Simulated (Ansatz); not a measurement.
# AlN (F-43m) in Ansatz: a series of runs, part 2 of 2

Ansatz 0.2.0. The steps go on from the part before.

**3. Single point, B3LYP5, 9.79 Å³/atom (volume scaled by 0.94)**

input.yaml reads:

```yaml
crystal:
  lattice:
    - [0.0, 2.1394097525, 2.1394097525]
    - [2.1394097525, 0.0, 2.1394097525]
    - [2.1394097525, 2.1394097525, 0.0]
  atoms:
    - { symbol: Al, position: [0.0, 0.0, 0.0] }
    - { symbol: "N", position: [0.25, 0.25, 0.25] }
hamiltonian:
  xc: b3lyp5
  pseudopotentials: { kind: paw }
kpoints:
  mp_grid: { grid: [5, 5, 5] }
scf:
  occupations: { method: fermi_dirac, width: 0.05 }
output:
  forces: true
  stress: true
  eigenvalues: true
```

Potentials or basis: Ansatz PAW.

Run with:

```console
$ ansatz run input.yaml --threads 2 --pin off --max-ram 5632MiB --backend cpu --events-out ev --progress --plain --runs-dir out
```

The log of the run:

```text
Warning: output.stress: scf.convergence.dr2_threshold = 1e-7 eV (the SCF's general default) is looser than the 2e-10 eV advised for a printed stress (1e-10 eV for each atom of the cell: 2). What an SCF threshold leaves in a stress goes as its square root, and in the free energy as the threshold itself, and one threshold admits the most on a small cell: of the crystals measured, under no hybrid functional and no lock of the moments, on runs that ended without the residual-converged pass, on stresses that held no estimate of that error, the worst erred by over 100 MPa in a component at 1e-7 eV an atom and by under 5 at 1e-10. Set scf.convergence.dr2_threshold to 2e-10 eV or tighter. The threshold is an SCF's pass mark: one that does not reach it within its budget of iterations ends unconverged, or closes short of it on a stop that the run arms, and scf.convergence.dr2_threshold's page says what that costs each kind of run
Warning: output.stress: scf.exx.energy_threshold = 1e-6 eV is looser than the 2e-8 eV advised for a stress under a hybrid functional (1e-8 eV for each atom of the cell: 2). Every SCF of the exchange loop can meet its threshold on dr2 while the loop round them stops early: no threshold on dr2 bounds what that leaves in the stress. Set scf.exx.energy_threshold to 2e-8 eV or tighter. The threshold is the loop's pass mark: a loop that does not reach it within its budget of cycles ends unconverged, and scf.exx.energy_threshold's page has the law
Warning: RAYON_NUM_THREADS=2 ignored (pool sized by the plan → 2); use --threads N
Engine: ansatz 0.2.0, x86_64-unknown-linux-gnu
Pseudopotentials: kind: paw
Pseudopotential: Al, paw, valence charge 3, recommended cutoff 420 eV (normal), Al.paw.azcp
Pseudopotential: N, paw, valence charge 5, recommended cutoff 420 eV (normal), N.paw.azcp
Functional definition: B3LYP5
  parameter a0 = 0.2
  parameter ax = 0.72
[... 70 lines left out ...]
--- Forces (eV/Å), atoms counted from 1 ---
  atom   1  Al     0.00000000    -0.00000000     0.00000000
  atom   2  N     -0.00000000     0.00000000     0.00000000
  max |Σ_I F_I| component: 1.94e-16 eV/Å
--- Stress (GPa, compression-positive) ---
       17.457263      -0.000000      -0.000000
        0.000000      17.457263       0.000000
       -0.000000       0.000000      17.457263
  P = ⅓ Tr σ = 17.4573 GPa (174.573 kbar)
--- Band table (eV; the first three rows and the last of 10) ---
  k-point 0: bands = ["-9.5810", "6.8350", "6.8350", "6.8350", "13.6445", "22.1510", "22.1510", "22.1510"]
  k-point 1: bands = ["-8.9498", "4.3015", "6.6426", "6.6426", "15.4455", "20.9807", "22.1686", "22.1686"]
  k-point 2: bands = ["-7.5844", "1.0269", "6.3626", "6.3626", "16.7337", "19.7047", "20.6975", "20.6975"]
  k-point 9: bands = ["-6.7383", "2.1278", "3.6469", "4.8256", "15.1618", "20.1838", "21.0138", "23.2601"]
```

It took 2.8 s on 2 threads of AMD EPYC 7B13 (Zen 3), shared host; peak memory 0.5 GiB.

Results:

- Free energy: -927.7550 eV
- Pressure: 17.5 GPa
- Band gap on the k mesh: 5.96 eV, indirect (least direct gap 6.81 eV)

Caveat: the k mesh is coarse (spacing up to 0.51 Å⁻¹), so the values aren't converged, least of all with exact exchange; odd divisions of the mesh miss points on the zone boundary, where band edges often lie, so the gap on the mesh can be too wide; the pressure holds a Pulay correction of +0.5 GPa for the finite cutoff; the PAW data sets come from PBE, with cores solved anew for the run's functional, which leaves a small shift of forces and pressure; the thresholds are loose for stress.

**4. Single point, B3LYP5, 10.00 Å³/atom (volume scaled by 0.96)**

input.yaml: that of step 3 with these lines changed.

```diff
@@ -2,5 +2,5 @@
   lattice:
-    - [0.0, 2.1394097525, 2.1394097525]
-    - [2.1394097525, 0.0, 2.1394097525]
-    - [2.1394097525, 2.1394097525, 0.0]
+    - [0.0, 2.1544765148, 2.1544765148]
+    - [2.1544765148, 0.0, 2.1544765148]
+    - [2.1544765148, 2.1544765148, 0.0]
   atoms:
```

Run with:

```console
$ ansatz run input.yaml --threads 2 --pin off --max-ram 5632MiB --backend cpu --events-out ev --progress --plain --runs-dir out
```

Wall time 2.8 s (2 threads of AMD EPYC 7B13 (Zen 3), shared host); peak memory 0.5 GiB.

The run converged. Its results:

| Item | Value |
| --- | --- |
| Free energy | -927.7932 eV |
| Pressure | 12.0 GPa |
| Band gap on the k mesh | 5.92 eV, indirect (least direct gap 6.59 eV) |

Caveat: the k mesh is coarse (spacing up to 0.51 Å⁻¹), so the values aren't converged, least of all with exact exchange; odd divisions of the mesh miss points on the zone boundary, where band edges often lie, so the gap on the mesh can be too wide; the pressure holds a Pulay correction of +0.5 GPa for the finite cutoff; the PAW data sets come from PBE, with cores solved anew for the run's functional, which leaves a small shift of forces and pressure; the thresholds are loose for stress.

**5. Single point, B3LYP5, 10.21 Å³/atom (volume scaled by 0.98)**

input.yaml: that of step 4 with these lines changed.

```diff
@@ -2,5 +2,5 @@
   lattice:
-    - [0.0, 2.1544765148, 2.1544765148]
-    - [2.1544765148, 0.0, 2.1544765148]
-    - [2.1544765148, 2.1544765148, 0.0]
+    - [0.0, 2.169335443, 2.169335443]
+    - [2.169335443, 0.0, 2.169335443]
+    - [2.169335443, 2.169335443, 0.0]
   atoms:
```

Run with:

```console
$ ansatz run input.yaml --threads 2 --pin off --max-ram 5632MiB --backend cpu --events-out ev --progress --plain --runs-dir out
```

Wall time 3.3 s (2 threads of AMD EPYC 7B13 (Zen 3), shared host); peak memory 0.52 GiB.

It converged, with:

```yaml
Free_energy: -927.8180 eV
Pressure: 7.1 GPa
Band_gap_on_the_k_mesh: 5.89 eV, indirect (least direct gap 6.39 eV)
```

Caveat: the k mesh is coarse (spacing up to 0.50 Å⁻¹), so the values aren't converged, least of all with exact exchange; odd divisions of the mesh miss points on the zone boundary, where band edges often lie, so the gap on the mesh can be too wide; the pressure holds a Pulay correction of +0.6 GPa for the finite cutoff; the PAW data sets come from PBE, with cores solved anew for the run's functional, which leaves a small shift of forces and pressure; the thresholds are loose for stress.

**6. Single point, B3LYP5, 10.42 Å³/atom**

input.yaml: that of step 5 with these lines changed.

```diff
@@ -2,5 +2,5 @@
   lattice:
-    - [0.0, 2.169335443, 2.169335443]
-    - [2.169335443, 0.0, 2.169335443]
-    - [2.169335443, 2.169335443, 0.0]
+    - [0.0, 2.1839935596, 2.1839935596]
+    - [2.1839935596, 0.0, 2.1839935596]
+    - [2.1839935596, 2.1839935596, 0.0]
   atoms:
```

Potentials or basis: Ansatz PAW.

Run with:

```console
$ ansatz run input.yaml --threads 2 --pin off --max-ram 5632MiB --backend cpu --events-out ev --progress --plain --runs-dir out
```

Run time: 3.6 s. Hardware: 2 threads of AMD EPYC 7B13 (Zen 3), shared host; peak memory 0.52 GiB.

Results (log left out):

```
Free energy            : -927.8309 eV
Pressure               : 2.7 GPa
Band gap on the k mesh : 5.86 eV, indirect (least direct gap 6.19 eV)
```

Caveat: the k mesh is coarse (spacing up to 0.50 Å⁻¹), so the values aren't converged, least of all with exact exchange; odd divisions of the mesh miss points on the zone boundary, where band edges often lie, so the gap on the mesh can be too wide; the pressure holds a Pulay correction of +0.5 GPa for the finite cutoff; the PAW data sets come from PBE, with cores solved anew for the run's functional, which leaves a small shift of forces and pressure; the thresholds are loose for stress.

**7. Single point, B3LYP5, 10.63 Å³/atom (volume scaled by 1.02)**

input.yaml: that of step 6 with these lines changed.

```diff
@@ -2,5 +2,5 @@
   lattice:
-    - [0.0, 2.1839935596, 2.1839935596]
-    - [2.1839935596, 0.0, 2.1839935596]
-    - [2.1839935596, 2.1839935596, 0.0]
+    - [0.0, 2.1984575146, 2.1984575146]
+    - [2.1984575146, 0.0, 2.1984575146]
+    - [2.1984575146, 2.1984575146, 0.0]
   atoms:
@@ -19 +19,5 @@
   eigenvalues: true
+  write_density: true
+  write_potential: true
+  elf: true
+  volumetric_format: npy
```

Run with:

```console
$ ansatz run input.yaml --threads 2 --pin off --max-ram 5632MiB --backend cpu --events-out ev --progress --plain --runs-dir out
```

It took 3.9 s on 2 threads of AMD EPYC 7B13 (Zen 3), shared host; peak memory 0.54 GiB.

The run converged. Its results:

```
Free energy            : -927.8322 eV
Pressure               : -1.4 GPa
Band gap on the k mesh : 5.82 eV, indirect (least direct gap 5.99 eV)
```

Caveat: the k mesh is coarse (spacing up to 0.50 Å⁻¹), so the values aren't converged, least of all with exact exchange; odd divisions of the mesh miss points on the zone boundary, where band edges often lie, so the gap on the mesh can be too wide; the pressure holds a Pulay correction of +0.5 GPa for the finite cutoff; the PAW data sets come from PBE, with cores solved anew for the run's functional, which leaves a small shift of forces and pressure; the thresholds are loose for stress.

**8. Single point, B3LYP5, 10.83 Å³/atom (volume scaled by 1.04)**

input.yaml reads:

```yaml
crystal:
  lattice:
    - [0.0, 2.2127336128, 2.2127336128]
    - [2.2127336128, 0.0, 2.2127336128]
    - [2.2127336128, 2.2127336128, 0.0]
  atoms:
    - { symbol: Al, position: [0.0, 0.0, 0.0] }
    - { symbol: "N", position: [0.25, 0.25, 0.25] }
hamiltonian:
  xc: b3lyp5
  pseudopotentials: { kind: paw }
kpoints:
  mp_grid: { grid: [5, 5, 5] }
scf:
  occupations: { method: fermi_dirac, width: 0.05 }
output:
  forces: true
  stress: true
  eigenvalues: true
```

Run with:

```console
$ ansatz run input.yaml --threads 2 --pin off --max-ram 5632MiB --backend cpu --events-out ev --progress --plain --runs-dir out
```

Run time: 4.1 s. Hardware: 2 threads of AMD EPYC 7B13 (Zen 3), shared host; peak memory 0.55 GiB.

It converged, with:

```yaml
Free_energy: -927.8236 eV
Pressure: -5.1 GPa
Band_gap_on_the_k_mesh: 5.79 eV, indirect (least direct gap 5.80 eV)
```

Caveat: the k mesh is coarse (spacing up to 0.49 Å⁻¹), so the values aren't converged, least of all with exact exchange; odd divisions of the mesh miss points on the zone boundary, where band edges often lie, so the gap on the mesh can be too wide; the pressure holds a Pulay correction of +0.5 GPa for the finite cutoff; the PAW data sets come from PBE, with cores solved anew for the run's functional, which leaves a small shift of forces and pressure; the thresholds are loose for stress.

**9. Single point, B3LYP5, 11.04 Å³/atom (volume scaled by 1.06)**

input.yaml: that of step 8 with these lines changed.

```diff
@@ -2,5 +2,5 @@
   lattice:
-    - [0.0, 2.2127336128, 2.2127336128]
-    - [2.2127336128, 0.0, 2.2127336128]
-    - [2.2127336128, 2.2127336128, 0.0]
+    - [0.0, 2.2268278375, 2.2268278375]
+    - [2.2268278375, 0.0, 2.2268278375]
+    - [2.2268278375, 2.2268278375, 0.0]
   atoms:
@@ -19 +19,5 @@
   eigenvalues: true
+  write_density: true
+  write_potential: true
+  elf: true
+  volumetric_format: npy
```

Potentials or basis: Ansatz PAW.

Run with:

```console
$ ansatz run input.yaml --threads 2 --pin off --max-ram 5632MiB --backend cpu --events-out ev --progress --plain --runs-dir out
```

Run time: 3.9 s. Hardware: 2 threads of AMD EPYC 7B13 (Zen 3), shared host; peak memory 0.54 GiB.

Results (log left out):

```
Free energy            : -927.8062 eV
Pressure               : -8.5 GPa
Band gap on the k mesh : 5.62 eV, direct
```

Caveat: the k mesh is coarse (spacing up to 0.49 Å⁻¹), so the values aren't converged, least of all with exact exchange; odd divisions of the mesh miss points on the zone boundary, where band edges often lie, so the gap on the mesh can be too wide; the pressure holds a Pulay correction of +0.5 GPa for the finite cutoff; the PAW data sets come from PBE, with cores solved anew for the run's functional, which leaves a small shift of forces and pressure; the thresholds are loose for stress.

**10. Equation of state, B3LYP5**

This step only gathers the single runs of the series.

What came out:

```
Equilibrium volume                      : 10.55 Å³/atom
Bulk modulus                            : 202 GPa
Pressure derivative of the bulk modulus : 4.0 (rough: it moves with the points fitted)
```

Energy against volume, from the lowest point:
| volume (Å³/atom) | energy (meV/atom) |
| --- | --- |
| 9.792 | 38.58 |
| 10.001 | 19.47 |
| 10.209 | 7.08 |
| 10.417 | 0.63 |
| 10.626 | 0.00 |
| 10.834 | 4.31 |
| 11.042 | 13.00 |

Caveat: the k mesh is coarse (spacing up to 0.50 Å⁻¹), so the values aren't converged, least of all with exact exchange; the potentials were made for another functional, which shifts forces and pressure.
